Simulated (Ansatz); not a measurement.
**Mg₃Sb₂: strain energy, fitted**

Mg₃Sb₂, P-3m1, a = 4.594 Å, c = 7.274 Å. The structure is a COD entry; whether it is the stable form wasn't checked. Ansatz: PBE, PAW, 420 eV, Γ-centred 12×12×6 mesh on 5 atoms, Gaussian smearing 0.01 eV; no spin polarisation. Series: biaxial strain in the a-b plane, c and atoms relaxed; x is the strain in per cent. y is the free energy over the unstrained cell, V0 = 26.589 Å³/atom.

| x (%) | y (meV/atom) |
| --- | --- |
| -6.0 | 68.30 |
| -4.0 | 29.10 |
| -2.0 | 7.04 |
| 0.0 | 0.00 |
| 2.0 | 5.88 |
| 4.0 | ? |
| 6.0 | 47.69 |

**Question.** Fit y = c2 x² + c3 x³ to the other rows, turn c2 into a modulus, and predict the missing energy.

**Answer.** Least squares on the rows shown. y = 1.6125 x² − 0.047903 x³. In eV per unit strain² c2 is 16.12; M is the biaxial modulus (E = M V0 ε²): 16.12 × 160.2 / (26.589) = 97 GPa. At x = 4.0 the fit asked for gives 22.73 meV/atom. The run gave 22.34 meV/atom, so the fit is 0.39 meV/atom too high, 0.57 % of the span of the series, against an rms of 0.17 meV/atom on the fitted rows. With a term in x⁴ added, a fit to the same known rows predicts 22.93 meV/atom, further off still.

Where the gap has closed, the smearing of 0.02 eV or less is narrow for a metal on this mesh.